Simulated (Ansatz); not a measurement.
# NaHgH3: the cost of one run

Method: DFT PBE, scalar-relativistic, plane waves, PAW, in Ansatz 0.2.0.

**1. The structure to begin with**

The structure is hexagonal, space group P6_3/mmc (No. 194). The conventional cell has a = 5.093 Å, b = 5.093 Å, c = 6.081 Å, α = 90.00°, β = 90.00°, γ = 120.00°. Na (site symmetry -6m2) is surrounded by 6 H at 2.55 Å. Hg (site symmetry -3m) is surrounded by 6 H at 2.09 Å. H (site symmetry mm2) is surrounded by 2 Hg at 2.09 Å and 2 Na at 2.55 Å.

Coordinates:

```xyz
10
Lattice="5.0925 0.0000 0.0000 -2.5463 4.4103 0.0000 0.0000 0.0000 6.0807" Properties=species:S:1:pos:R:3 pbc="T T T"
Na    0.0000    2.9402    4.5605
Na    2.5463    1.4701    1.5202
Hg    0.0000    0.0000    0.0000
Hg    0.0000    0.0000    3.0403
H     2.5463    2.9716    4.5605
H     1.2459    0.7193    4.5605
H     3.8466    0.7193    4.5605
H     0.0000    1.4387    1.5202
H     1.3003    3.6909    1.5202
H    -1.3003    3.6909    1.5202
```

It is the end of an earlier relaxation with the same method, from a generated guess; it is a trial structure. At a tolerance of 0.05 Å it has space group P6_3/mmc (No. 194); it has 13.66 Å³/atom, an uncorrected energy of +0.40 eV/atom over the elements.

**2. Static run: bands, density of states and charges**

input.yaml

```yaml
crystal:
  lattice:
    - [5.0925454291, 0.0, 0.0]
    - [-2.5462727146, 4.4102737115, 0.0]
    - [0.0, 0.0, 6.0806995288]
  atoms:
    - { symbol: Na, position: [0.3333333333, 0.6666666667, 0.75] }
    - { symbol: Na, position: [0.6666666667, 0.3333333333, 0.25] }
    - { symbol: Hg, position: [0.0, 0.0, 0.0] }
    - { symbol: Hg, position: [0.0, 0.0, 0.5] }
    - { symbol: H, position: [0.8368939349, 0.6737878697, 0.75] }
    - { symbol: H, position: [0.3262121303, 0.1631060651, 0.75] }
    - { symbol: H, position: [0.8368939349, 0.1631060651, 0.75] }
    - { symbol: H, position: [0.1631060651, 0.3262121303, 0.25] }
    - { symbol: H, position: [0.6737878697, 0.8368939349, 0.25] }
    - { symbol: H, position: [0.1631060651, 0.8368939349, 0.25] }
basis:
  ecutwfc: 420
kpoints:
  mp_grid: { grid: [12, 12, 8] }
  band_path:
    path:
      - [[0.0, 0.0, 0.0], [0.5, 0.0, 0.0], [0.33333333, 0.33333333, 0.0], [0.0, 0.0, 0.0], [0.0, 0.0, 0.5], [0.5, 0.0, 0.5], [0.33333333, 0.33333333, 0.5], [0.0, 0.0, 0.5]]
      - [[0.5, 0.0, 0.5], [0.5, 0.0, 0.0]]
      - [[0.33333333, 0.33333333, 0.5], [0.33333333, 0.33333333, 0.0]]
    npoints: 14
hamiltonian:
  xc: pbe
scf:
  occupations: { method: gaussian, width: 0.1 }
  n_extra_bands: 25
output:
  forces: true
  stress: true
  eigenvalues: true
  populations: true
  dos: { projected: true, de: 0.02, nscf_kmesh: { grid: [15, 15, 10] } }
  bader: true
  write_density: true
  write_potential: true
  elf: true
  volumetric_format: npy
```

Command:

```
$ ansatz run input.yaml --threads 1 --pin off --max-ram 2048MiB --backend cpu --events-out ev --progress --plain --runs-dir out
```

What time and memory should one allow on 1 thread of Arm Neoverse V1, shared host?

About 2.9 min, with a peak of 0.98 GiB.
